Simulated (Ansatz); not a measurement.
Crystal: TaS2.

```
Ta S
1.0
     3.35000    0.00000    0.00000
    -1.67500    2.90119    0.00000
     0.00000    0.00000    5.86000
Ta S
1 2
Direct
  0.00000 0.00000 0.00000
  0.66667 0.33333 0.75000
  0.33333 0.66667 0.25000
```

Program: Ansatz 0.2.0. Alike in all runs: cell as given. Hardware: 2 threads of Arm Neoverse V2 (shared host).

Task: Order these runs on this cell by their wall time, lowest first.
A. task single point; level PBE; potentials or basis Ansatz PAW; spin off; k mesh 9 × 9 × 5; cutoff (eV) 420; smearing fermi-dirac 0.05 eV; mesh quality not flagged
B. task electron localisation function; level HSE06; potentials or basis Ansatz PAW; spin off; k mesh 5 × 5 × 3; cutoff (eV) 420; smearing fermi-dirac 0.1 eV; other keys scf.mixing.algorithm = msr1; scf.mixing.beta = 0.05; …; mesh quality coarse
C. task electrostatic potential; level PBEsol0+D3(BJ); potentials or basis PseudoDojo standard (PBEsol files); spin collinear, zero start; k mesh 5 × 5 × 3; cutoff (eV) 789; smearing methfessel-paxton 0.1 eV; other keys hamiltonian.dispersion = d3bj; scf.algorithm = density_mixing; mesh quality coarse
D. task band structure; level wPBEh+D3(BJ); potentials or basis PseudoDojo standard (PBE files); spin off; k mesh 5 × 5 × 3; cutoff (eV) 789; smearing methfessel-paxton 0.1 eV; points for each segment of the path 4; mesh quality coarse
E. task single point; level LDA; potentials or basis JTH PAW; spin off; k mesh 9 × 9 × 5; cutoff (eV) 1290; smearing cold 0.01 eV; mesh quality not flagged

Result: A (1.1 s), E (5.3 s), B (14 s), C (40 s), D (140 s).

Caveats: some runs use coarse meshes; the dispersion damping was fitted for another functional or another form of the correction (some runs).
